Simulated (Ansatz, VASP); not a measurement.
# One calculation of O2, two programs

```xyz
2
Lattice="10.0000 0.0000 0.0000 0.0000 10.5000 0.0000 0.0000 0.0000 11.0000" Properties=species:S:1:pos:R:3 pbc="T T T"
O     5.0000    5.2500    4.8904
O     5.0000    5.2500    6.1096
```

Alike in both runs: functional PBE; k mesh 1 × 1 × 1; occupations gaussian, width 0.01 eV; collinear spin.

Ansatz relaxed the structure, and its values are those at the end. VASP's run is a single point on that final structure, the one shown.

```csv
,VASP,Ansatz
version,VASP 6.6.1,Ansatz 0.2.0
potentials or method,"VASP PAW PBE potentials, release 64 (O)","scalar-relativistic, plane waves, PAW"
plane-wave cutoff (eV),520,420
valence electrons in the cell,12,12
```

|  | VASP | Ansatz | Ansatz less VASP |
| --- | --- | --- | --- |
| gap on the k mesh at the Fermi level (eV) | 2.31 | 2.28 | -0.023 |
| least direct gap on the mesh (eV) | 2.31 | 2.28 | -0.023 |
| rms of the force components (eV/Å) | 0.618 | 0.002 | -0.6166 |
| net moment per atom (μB) | 1.00 | 1.00 | 0.000 |
| size of the moment on the site where the two differ most (μB) | 0.81 | 0.56 | -0.246 |

Site moments also hang on the region over which each program counts them. One of these differences is far larger than is usual between the two programs; its cause wasn't traced. With one functional, cell and mesh, what is left measures potentials, basis and numerics. Ansatz warned: «stress_scf_threshold_loose».

Caveats: the standard files for N, O and F lose accuracy on very short bonds. As with any semilocal functional, this PBE gap is likely too small.
